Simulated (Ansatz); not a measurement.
# Al: the cost of one run

Method: DFT PBE, scalar-relativistic, plane waves, PAW, in Ansatz 0.2.0.

6 further runs of the same task are left out: 1 that didn't finish, 5 set aside as unsound or not needed.

### Step 1. The structure to begin with

The structure is cubic, space group Fm-3m (No. 225). The conventional cell has a = 4.040 Å, b = 4.040 Å, c = 4.040 Å, α = 90.00°, β = 90.00°, γ = 90.00°. Around Al (site symmetry m-3m) lie 12 Al at 2.86 Å.

Structure file:

```xyz
1
Lattice="0.0000 2.0200 2.0200 2.0200 0.0000 2.0200 2.0200 2.0200 0.0000" Properties=species:S:1:pos:R:3 pbc="T T T"
Al    0.0000    0.0000    0.0000
```

It is the result of an earlier relaxation at this level (volume 16.49 Å³/atom; gap on the mesh: none (metal)).

### Step 2. Plan of the scan

Atoms count from 1 in the order of the input.

Al is moved over the surface cell; relaxed at each place: the height of the adsorbate's atoms; substrate rigid; the origin of the map has the adsorbate above Al9.

First coordinate, position of Al13 along the first surface vector, from above Al9: 6 values from 0.000 to 0.833, periodic. Second coordinate, position of Al13 along the second surface vector, from above Al9: 6 values from 0.000 to 0.833, periodic.

Relaxed at each point: the height of the adsorbate's atoms; substrate rigid. Points are written as (first, second).

The two vectors of the plane (Å): (2.857, 0.000, 0.000); (0.000, 2.857, 0.000).

### Step 3. Point (0/6, 0/6) of the map's two axes

Contents of input.yaml:

```yaml
crystal:
  lattice:
    - [5.7135165838, 0.0, 0.0]
    - [0.0, 5.7135165838, 0.0]
    - [0.0, 0.0, 19.6746954281]
  atoms:
    - { symbol: Al, position: [0.25, 0.25, 0.2033068321] }
    - { symbol: Al, position: [0.25, 0.75, 0.2033068321] }
    - { symbol: Al, position: [0.75, 0.25, 0.2033068321] }
    - { symbol: Al, position: [0.75, 0.75, 0.2033068321] }
    - { symbol: Al, position: [0.0, 0.0, 0.3092728605] }
    - { symbol: Al, position: [0.0, 0.5, 0.3092728605] }
    - { symbol: Al, position: [0.5, 0.0, 0.3092728605] }
    - { symbol: Al, position: [0.5, 0.5, 0.3092728605] }
    - { symbol: Al, position: [0.25, 0.25, 0.4154928577] }
    - { symbol: Al, position: [0.25, 0.75, 0.4154928577] }
    - { symbol: Al, position: [0.75, 0.25, 0.4154928577] }
    - { symbol: Al, position: [0.75, 0.75, 0.4154928577] }
    - { symbol: Al, position: [0.25, 0.25, 0.5384934911] }
basis:
  ecutwfc: 420
kpoints:
  mp_grid: { grid: [5, 5, 1] }
hamiltonian:
  xc: pbe
  pseudopotentials: { kind: paw, azcp: { folder: soft_1 } }
scf:
  occupations: { method: gaussian, width: 0.1 }
output:
  forces: true
  eigenvalues: true
  write_density: true
  write_potential: true
  elf: true
  volumetric_format: npy
relax:
  adjacent_minimum: "off"
  f_tol: 0.025
  max_steps: 16
  constraints:
    - { sites: [0, 1, 2, 3, 4, 5, 6, 7, 8, 9, 10, 11] }
    - { sites: [12], fix: xy }
efield:
  axis: 3
  dipole_correction: true
  ramp_width: 0.04
```

The run is started by

```console
$ ansatz run input.yaml --threads 4 --pin off --max-ram 12288MiB --backend cpu --events-out ev --progress --plain --runs-dir out
```

What time and memory should one allow on 4 threads of Arm Neoverse N1, shared host?

About 27 s, with a peak of 0.84 GiB.
